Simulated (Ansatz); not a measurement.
**Ta: further runs on the relaxed cell**

The task here is to estimate one member of a computed series from the others.

Method: DFT PBE and PBEsol (the runs whose input is shown use PBEsol), scalar-relativistic, plane waves, PAW, in Ansatz 0.2.0.

## The system as given

The structure is tetragonal, space group P-42_1m (No. 113). Conventional cell: a = 10.246 Å, b = 10.246 Å, c = 5.336 Å, α = 90.00°, β = 90.00°, γ = 90.00°. Ta (site symmetry 2mm) has 12 Ta at 2.76 to 3.07 Å as nearest neighbours. Ta (site symmetry 1) is surrounded by 12 Ta at 2.76 to 3.13 Å. Around Ta (site symmetry 1) lie 6 Ta at 2.73 to 2.92 Å. Ta (site symmetry m) has 9 Ta at 2.82 to 3.13 Å as nearest neighbours. Ta (site symmetry m) is surrounded by 7 Ta at 2.66 to 2.99 Å.

As a file:

```
Ta
1.0
    10.24554    0.00000    0.00000
     0.00000   10.24554    0.00000
     0.00000    0.00000    5.33626
Ta
30
Cartesian
  5.1228 0.0000 1.3317
  0.0000 5.1228 4.0046
  7.7961 0.6887 1.3320
  0.6887 2.4494 4.0042
  2.4494 9.5569 1.3320
  9.5569 7.7961 4.0042
  4.4341 7.5721 1.3318
  7.5721 5.8114 4.0044
  5.8114 2.6734 1.3318
  2.6734 4.4341 4.0044
  0.3555 1.3181 1.3362
  1.3181 9.8900 4.0001
  9.8900 8.9274 1.3362
  8.9274 0.3555 4.0001
  3.8047 4.7673 1.3363
  4.7673 6.4409 3.9999
  6.4409 5.4783 1.3363
  5.4783 3.8047 3.9999
  1.0751 4.0476 1.3370
  4.0476 9.1704 3.9992
  9.1704 6.1979 1.3370
  6.1979 1.0751 3.9992
  8.3877 3.2649 0.0042
  3.2649 1.8578 -0.0042
  1.8578 6.9807 0.0042
  6.9807 8.3877 -0.0042
  8.3875 3.2648 2.6650
  3.2648 1.8580 2.6713
  1.8580 6.9807 2.6650
  6.9807 8.3875 2.6713
```

It is the result of an earlier relaxation at this level (volume 18.67 Å³/atom; gap on the mesh: none (metal)).

The first run:

input.yaml reads:

```yaml
crystal:
  lattice:
    - [10.2455404876, 0.0, 0.0]
    - [0.0, 10.2455404876, 0.0]
    - [0.0, 0.0, 5.3362649902]
  atoms:
    - { symbol: Ta, position: [0.5, 0.0, 0.2495578639] }
    - { symbol: Ta, position: [0.0, 0.5, 0.7504421361] }
    - { symbol: Ta, position: [0.7609285982, 0.0672165789, 0.2496216926] }
    - { symbol: Ta, position: [0.0672165789, 0.2390714018, 0.7503783074] }
    - { symbol: Ta, position: [0.2390714018, 0.9327834211, 0.2496216926] }
    - { symbol: Ta, position: [0.9327834211, 0.7609285982, 0.7503783074] }
    - { symbol: Ta, position: [0.4327832146, 0.7390667851, 0.2495822505] }
    - { symbol: Ta, position: [0.7390667851, 0.5672167854, 0.7504177495] }
    - { symbol: Ta, position: [0.5672167854, 0.2609332149, 0.2495822505] }
    - { symbol: Ta, position: [0.2609332149, 0.4327832146, 0.7504177495] }
    - { symbol: Ta, position: [0.0346971659, 0.1286504304, 0.2504026139] }
    - { symbol: Ta, position: [0.1286504304, 0.9653028341, 0.7495973861] }
    - { symbol: Ta, position: [0.9653028341, 0.8713495696, 0.2504026139] }
    - { symbol: Ta, position: [0.8713495696, 0.0346971659, 0.7495973861] }
    - { symbol: Ta, position: [0.3713478274, 0.4653017, 0.2504278954] }
    - { symbol: Ta, position: [0.4653017, 0.6286521726, 0.7495721046] }
    - { symbol: Ta, position: [0.6286521726, 0.5346983, 0.2504278954] }
    - { symbol: Ta, position: [0.5346983, 0.3713478274, 0.7495721046] }
    - { symbol: Ta, position: [0.1049345835, 0.3950629827, 0.2505573095] }
    - { symbol: Ta, position: [0.3950629827, 0.8950654165, 0.7494426905] }
    - { symbol: Ta, position: [0.8950654165, 0.6049370173, 0.2505573095] }
    - { symbol: Ta, position: [0.6049370173, 0.1049345835, 0.7494426905] }
    - { symbol: Ta, position: [0.8186722884, 0.3186640595, 0.0007874405] }
    - { symbol: Ta, position: [0.3186640595, 0.1813277116, -0.0007874405] }
    - { symbol: Ta, position: [0.1813277116, 0.6813359405, 0.0007874405] }
    - { symbol: Ta, position: [0.6813359405, 0.8186722884, -0.0007874405] }
    - { symbol: Ta, position: [0.8186529308, 0.3186588383, 0.4994125622] }
    - { symbol: Ta, position: [0.3186588383, 0.1813470692, 0.5005874378] }
    - { symbol: Ta, position: [0.1813470692, 0.6813411617, 0.4994125622] }
    - { symbol: Ta, position: [0.6813411617, 0.8186529308, 0.5005874378] }
basis:
  ecutwfc: 420
kpoints:
  mp_grid: { grid: [4, 4, 8] }
hamiltonian:
  xc: pbesol
scf:
  occupations: { method: gaussian, width: 0.1 }
output:
  forces: true
  stress: true
  eigenvalues: true
relax:
  adjacent_minimum: "off"
  f_tol: 0.005
  max_steps: 50
  cell: { stress_tol: 0.05 }
```

Command:

```console
$ ansatz run input.yaml --threads 8 --pin off --max-ram 22528MiB --backend cpu --events-out ev --progress --plain --runs-dir out
```

Steps of the session up to this table: The cell under PBEsol; The cell under PBE+D3(BJ); The cell under LDA; The cell under r2SCAN.

One of the session's tables, all rows but one given; the rest of the session is left out.

It belongs to the step «One structure, several functionals». 

```
functional   a (Å)   b (Å)  c (Å)  volume (Å³/atom)
       PBE  10.246  10.246  5.336             18.67
    PBEsol  10.128  10.128  5.284             18.07
PBE+D3(BJ)  10.142  10.142  5.290             18.14
       LDA       ?       ?      ?                 ?
    r2SCAN  10.213  10.213  5.302             18.44
```

Estimate the missing values for LDA.

As computed: a (Å): 10.034; b (Å): 10.034; c (Å): 5.251; volume (Å³/atom): 17.62. In the column «a (Å)» it is the lowest.

To keep in mind: Warnings in the runs' records: near symmetry operation missed by atoms.
